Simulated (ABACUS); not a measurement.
# PbS (Galena) (Fm-3m) in ABACUS: notebook

Runs on PbS (Galena). Level: PBE. Tasks: single point, relaxation of cell and atoms.

Program: ABACUS 3.10.1. These are calculated values, not measurements. Logs are shortened: lines on timing, memory, paths and dates and some standing lists are left out, and cuts for length are marked.

### 1 Starting point

The structure is cubic, space group Fm-3m (No. 225). Conventional cell: a = 5.931 Å, b = 5.931 Å, c = 5.931 Å, α = 90.00°, β = 90.00°, γ = 90.00°. Pb (site symmetry m-3m) has 6 S at 2.97 Å as nearest neighbours. Around S (site symmetry m-3m) lie 6 Pb at 2.97 Å.

### 2 Single point, PBE

File INPUT:

```
INPUT_PARAMETERS
suffix              PbS
calculation         scf
basis_type          lcao
pseudo_dir          ./
orbital_dir         ./
symmetry            1
dft_functional      pbe
ecutwfc             100
pseudo_rcut         10
nspin               1
nbands              13
ks_solver           scalapack_gvx
smearing_method     fd
smearing_sigma      0.00367493
scf_thr             1e-07
scf_nmax            100
mixing_type         broyden
mixing_beta         0.7
cal_force           1
cal_stress          1
out_mul             1
out_chg             1
out_pot             2
out_elf             1
```

File STRU:

```
ATOMIC_SPECIES
Pb 207.2000 82_Pb_14_3.0_3.1_pbe_n_v1.0.upf
S 32.0600 16_S_6_1.8_1.9_pbe_n_v1.0.upf

NUMERICAL_ORBITAL
Pb_confined-atom_8au_1s1p1d.orb
S_confined-atom_7au_1s1p.orb

LATTICE_CONSTANT
1.8897261246

LATTICE_VECTORS
0.0000000000 2.9657500000 2.9657500000
2.9657500000 0.0000000000 2.9657500000
2.9657500000 2.9657500000 0.0000000000

ATOMIC_POSITIONS
Direct

Pb
0.0
1
0.0000000000 0.0000000000 0.0000000000 1 1 1

S
0.0
1
0.5000000000 0.5000000000 0.5000000000 1 1 1
```

File KPT:

```
K_POINTS
0
Gamma
7 7 7 0 0 0
```

Potentials or basis: SPMS ONCV 1.0 PBE, SZ LCAO (the cutoffs set its grid).

Run with:

```
> OMP_NUM_THREADS=1 mpirun -np 4 abacus > log
```

running log:

```text
ABACUS v3.10.1

               Atomic-orbital Based Ab-initio Computation at UStc

 ------------------------------------------------------------------------------------

 READING GENERAL INFORMATION
                           global_out_dir = OUT.PbS/
                           global_in_card = INPUT
                               pseudo_dir = ./
                              orbital_dir = ./
                                    DSIZE = 4
                                    GSIZE = 1
[... 5 lines left out ...]

 READING ATOM TYPE 1
                               atom label = Pb
                      L=0, number of zeta = 1
                      L=1, number of zeta = 1
                      L=2, number of zeta = 1
             number of atom for this type = 1

 READING ATOM TYPE 2
                               atom label = S
                      L=0, number of zeta = 1
                      L=1, number of zeta = 1
             number of atom for this type = 1

                        TOTAL ATOM NUMBER = 2
DIRECT COORDINATES
    atom                   x                   y                   z     mag                  vx                  vy                  vz
taud_Pb1            0.0000000000        0.0000000000        0.0000000000  0.0000        0.0000000000        0.0000000000        0.0000000000
taud_S1            0.5000000000        0.5000000000        0.5000000000  0.0000        0.0000000000        0.0000000000        0.0000000000

                          Volume (Bohr^3) = 352.071
                             Volume (A^3) = 52.1715

 Lattice vectors: (Cartesian coordinate: in unit of a_0)
                   +0            +2.96575            +2.96575
             +2.96575                  +0            +2.96575
             +2.96575            +2.96575                  +0
 Reciprocal vectors: (Cartesian coordinate: in unit of 2 pi/a_0)
            -0.168591           +0.168591           +0.168591
            +0.168591           -0.168591           +0.168591
            +0.168591           +0.168591           -0.168591
 The esolver type has been set to : ksdft_lcao

                PAO radial cut off (Bohr) = 10

 Read in pseudopotential file is 82_Pb_14_3.0_3.1_pbe_n_v1.0.upf
                     pseudopotential type = NC
          exchange-correlation functional = PBE
                 nonlocal core correction = 1
                        valence electrons = 14
                                     lmax = 2
                           number of zeta = 3
                     number of projectors = 6
                           L of projector = 0
[... 5 lines left out ...]
                PAO radial cut off (Bohr) = 10

 Read in pseudopotential file is 16_S_6_1.8_1.9_pbe_n_v1.0.upf
                     pseudopotential type = NC
          exchange-correlation functional = PBE
                 nonlocal core correction = 1
                        valence electrons = 6
                                     lmax = 2
                           number of zeta = 2
                     number of projectors = 6
                           L of projector = 0
                           L of projector = 0
                           L of projector = 1
                           L of projector = 1
                           L of projector = 2
                           L of projector = 2
     initial pseudo atomic orbital number = 13

 SETUP THE ELECTRONS NUMBER
            electron number of element Pb = 14
      total electron number of element Pb = 14
             electron number of element S = 6
       total electron number of element S = 6
            AUTOSET number of electrons:  = 20
                           occupied bands = 10
                                   NLOCAL = 13
                                   NBANDS = 13
                                   NBANDS = 13
                                   NLOCAL = 13

%%%%%%%%%%%%%%%%%%%%%%%%%%%%%%%%%%%%%%%%%%%%%%%%%%%%%%%%%%%%%%%%%%%%%%%%%%%%%%%%%%%%%%%%%%%%%%%%%%%%%%%%%%
 Warning: the number of valence electrons in pseudopotential > 4 for Pb: [Xe] 4f14 5d10 6s2 6p2
 Pseudopotentials with additional electrons can yield (more) accurate outcomes, but may be less efficient.
 If you're confident that your chosen pseudopotential is appropriate, you can safely ignore this warning.
%%%%%%%%%%%%%%%%%%%%%%%%%%%%%%%%%%%%%%%%%%%%%%%%%%%%%%%%%%%%%%%%%%%%%%%%%%%%%%%%%%%%%%%%%%%%%%%%%%%%%%%%%%

 SETUP THE PLANE WAVE BASIS
 energy cutoff for charge/potential (unit:Ry) = 400
            fft grid for charge/potential = [ 54, 54, 54 ]
                        fft grid division = [ 2, 2, 2 ]
[... 73 lines left out ...]
K-POINTS REDUCTION ACCORDING TO SYMMETRY
     IBZ    DIRECT_X    DIRECT_Y    DIRECT_Z  WEIGHT  ibz2bz
       1  0.00000000  0.00000000  0.00000000  0.0029       0
       2  0.14285714  0.14285714  0.14285714  0.0233       1
       3  0.28571429  0.28571429  0.28571429  0.0233       2
       4  0.42857143  0.42857143  0.42857143  0.0233       3
       5  0.14285714  0.14285714  0.00000000  0.0175       8
       6  0.28571429  0.14285714  0.28571429  0.0700       9
[... 12 lines left out ...]
      19 -0.42857143  0.42857143  0.14285714  0.0700      74
      20 -0.28571429  0.42857143  0.28571429  0.0700      75

                               nkstot now = 20
[... K-POINTS DIRECT COORDINATES: 20 rows ...]

           k-point number in this process = 20
       minimum distributed K point number = 20
[... stars of the k points ...]

[... K-POINTS CARTESIAN COORDINATES: 20 rows ...]

[... K-POINTS DIRECT COORDINATES: 20 rows ...]

 SETUP PLANE WAVES FOR WAVE FUNCTIONS
     energy cutoff for wavefunc (unit:Ry) = 100
              fft grid for wave functions = [ 54, 54, 54 ]
                    number of plane waves = 7391
                         number of sticks = 499

 PARALLEL PW FOR WAVE FUNCTIONS
     PROC   COLUMNS(POT)             PW
        1            125           1849
        2            125           1849
        3            124           1845
        4            125           1848
 --------------- sum -------------------
        4            499           7391

 SET NONLOCAL PSEUDOPOTENTIAL PROJECTORS
 SET NONLOCAL PSEUDOPOTENTIAL PROJECTORS
 max number of nonlocal projetors among all species is 6

 -------------------------------------------
 SELF-CONSISTENT
 -------------------------------------------

 SETUP SEARCHING RADIUS FOR PROGRAM TO SEARCH ADJACENT ATOMS
                  longest orb rcut (Bohr) = 8
   longest nonlocal projector rcut (Bohr) = 3.14
                     search radius (Bohr) = 22.3
              searching radius is (Bohr)) = 22.3
         searching radius unit is (Bohr)) = 1.89
                         PeriodicBoundary = 1
                        Radius(unit:lat0) = 11.8
                                   glayer = [ 5, 5, 5 ]
                             glayer_minus = [ 4, 4, 4 ]

Find the coordinate range of the input atom(unit:lat0).
                                  min_tau = [ -23.7, -23.7, -23.7 ]
                                  max_tau = [ 26.7, 26.7, 26.7 ]
                                BoxNumber = [ 9, 9, 9 ]

 SETUP EXTENDED REAL SPACE GRID FOR GRID INTEGRATION
                          real space grid = [ 54, 54, 54 ]
                 big cell numbers in grid = [ 27, 27, 27 ]
             meshcell numbers in big cell = [ 2, 2, 2 ]
                        extended fft grid = [ 34, 34, 34 ]
                dimension of extened grid = [ 96, 96, 96 ]
                            UnitCellTotal = 125
              Atom number in sub-FFT-grid = 2
    Local orbitals number in sub-FFT-grid = 13
                                ParaV.nnr = 3067
                                 init_chg = atomic

 LCAO ALGORITHM --------------- ION=   1  ELEC=   1--------------------------------

 Density error is 0.0777589117256
----------------------------------------------------------
     Energy           Rydberg                 eV
----------------------------------------------------------
 E_KohnSham     -147.7271045561      -2009.9303710054
 E_Harris       -148.0935173196      -2014.9156724078
 E_Fermi        0.7113277575         9.6781106480
----------------------------------------------------------
[... 69 lines left out ...]
 Density error is 8.64677844288e-08
----------------------------------------------------------
     Energy           Rydberg                 eV
----------------------------------------------------------
 E_KohnSham     -147.7692800831      -2010.5041984879
 E_KS(sigma->0) -147.7692800168      -2010.5041975864
 E_Harris       -147.7692784121      -2010.5041757524
 E_band         -2.2849223801        -31.0879638569
 E_one_elec     -21.7288116085       -295.6356486445
 E_Hartree      22.8906037922        311.4426422337
 E_xc           -37.7014280977       -512.9542448660
 E_Ewald        -111.2296440365      -1513.3569454079
 E_entropy(-TS) -0.0000001325        -0.0000018031
 E_descf        0.0000000000         0.0000000000
 E_exx          0.0000000000         0.0000000000
 E_Fermi        0.7524189651         10.2371852083
----------------------------------------------------------

 charge density convergence is achieved
 final etot is -2010.5041985 eV
 EFERMI = 10.237185208 eV
The vacuum level is 7.5219595057 eV

 STATE ENERGY(eV) AND OCCUPATIONS    NSPIN == 1
 1/20 kpoint (Cartesian) = 0.0000 0.0000 0.0000 (1493 pws)
       1       -7.30153     0.00583090
       2       -7.30153     0.00583090
       3       -7.30153     0.00583090
       4       -7.28733     0.00583090
       5       -7.28733     0.00583090
       6       -3.83036     0.00583090
       7        3.63868     0.00583090
       8        7.68260     0.00583090
       9        7.68260     0.00583090
      10        7.68260     0.00583090
      11        14.9924    2.89803e-44
      12        14.9924    2.89803e-44
      13        14.9924    2.89803e-44
[... 61 lines left out ...]
 6/20 kpoint (Cartesian) = 0.024084 0.072253 0.024084 (1496 pws)
       1       -7.32737       0.139942
       2       -7.30597       0.139942
       3       -7.29425       0.139942
       4       -7.28011       0.139942
       5       -7.26885       0.139942
       6       -3.18221       0.139942
       7        2.24305       0.139942
       8        7.27453       0.139942
       9        7.37732       0.139942
      10        8.81756       0.139942
      11        11.8062    3.29327e-15
      12        14.1814    7.71238e-36
      13        14.3559    2.35094e-37

[... levels at 14 further k points ...]

 correction force for each atom along direction 1 is -1.41121e-14
 correction force for each atom along direction 2 is -5.70870e-15
 correction force for each atom along direction 3 is 5.12204e-15
------------------------------------------------------------------------------------------
 TOTAL-FORCE (eV/Angstrom)
------------------------------------------------------------------------------------------
                       Pb1         0.0000000000         0.0000000000         0.0000000000
                        S1         0.0000000000         0.0000000000         0.0000000000
------------------------------------------------------------------------------------------

----------------------------------------------------------------
 TOTAL-STRESS (KBAR)
----------------------------------------------------------------
        62.2805969811        -0.0000000000         0.0000000000
         0.0000000000        62.2805969811         0.0000000000
         0.0000000000        -0.0000000000        62.2805969811
----------------------------------------------------------------
 TOTAL-PRESSURE: 62.280597 KBAR

 --------------------------------------------
 !FINAL_ETOT_IS -2010.5041984879305801 eV
 --------------------------------------------
```

It took 3.4 s on 4 MPI ranks of Intel Xeon Platinum 8375C at 2.90GHz (Ice Lake), shared host; peak memory 0.4 GiB.

The run converged, but some of its settings lie outside the range that counts as converged, so its numbers aren't taken as properties of the crystal.

What came out:

- Free energy: -2010.5042 eV
- Pressure: 6.2 GPa
- Mulliken charges: Pb +0.49; S -0.49 e

Caveat: the atomic orbitals were generated for these runs and aren't a published set; Mulliken charges move with the basis; this odd mesh misses L, where the gap lies, so gap, dielectric constants and Born charges aren't listed; the basis of atomic orbitals isn't converged, which shifts pressures, moduli and gaps.

### 3 Relaxation of cell and atoms, PBE

INPUT, as its differences from that of step 2:

```diff
@@ -2,3 +2,3 @@
 suffix              PbS
-calculation         scf
+calculation         cell-relax
 basis_type          lcao
@@ -22,4 +22,6 @@
 out_mul             1
-out_chg             1
-out_pot             2
-out_elf             1
+relax_nmax          40
+force_thr_ev        0.01
+relax_method        cg
+out_stru            1
+stress_thr          0.5
```

STRU is that of step 2.

KPT is that of step 2.

Potentials or basis: SPMS ONCV 1.0 PBE, SZ LCAO (the cutoffs set its grid).

Run with:

```
> OMP_NUM_THREADS=1 mpirun -np 4 abacus > log
```

Wall time 6.9 s (4 MPI ranks of Intel Xeon Platinum 8375C at 2.90GHz (Ice Lake), shared host); peak memory 0.44 GiB.

The run converged, but some of its settings lie outside the range that counts as converged, so its numbers aren't taken as properties of the crystal.

What came out:

| Item | Value |
| --- | --- |
| Free energy | -2010.5914 eV |
| Relaxed volume | 28.52 Å³/atom |
| Relaxed cell | a = 4.321 Å, b = 4.321 Å, c = 4.321 Å, α = 60.00°, β = 60.00°, γ = 60.00° |
| Space group after relaxing (to 0.05 Å) | Fm-3m (No. 225) |
| Energy gained by relaxing | 43.6 meV/atom |
| Ionic steps | 3 |
| Pressure after relaxing | 0.0 GPa |
| Mulliken charges | Pb +0.50; S -0.50 e |

Caveat: the atomic orbitals were generated for these runs and aren't a published set; Mulliken charges move with the basis; this odd mesh misses L, where the gap lies, so gap, dielectric constants and Born charges aren't listed; the basis of atomic orbitals isn't converged, which shifts pressures, moduli and gaps.
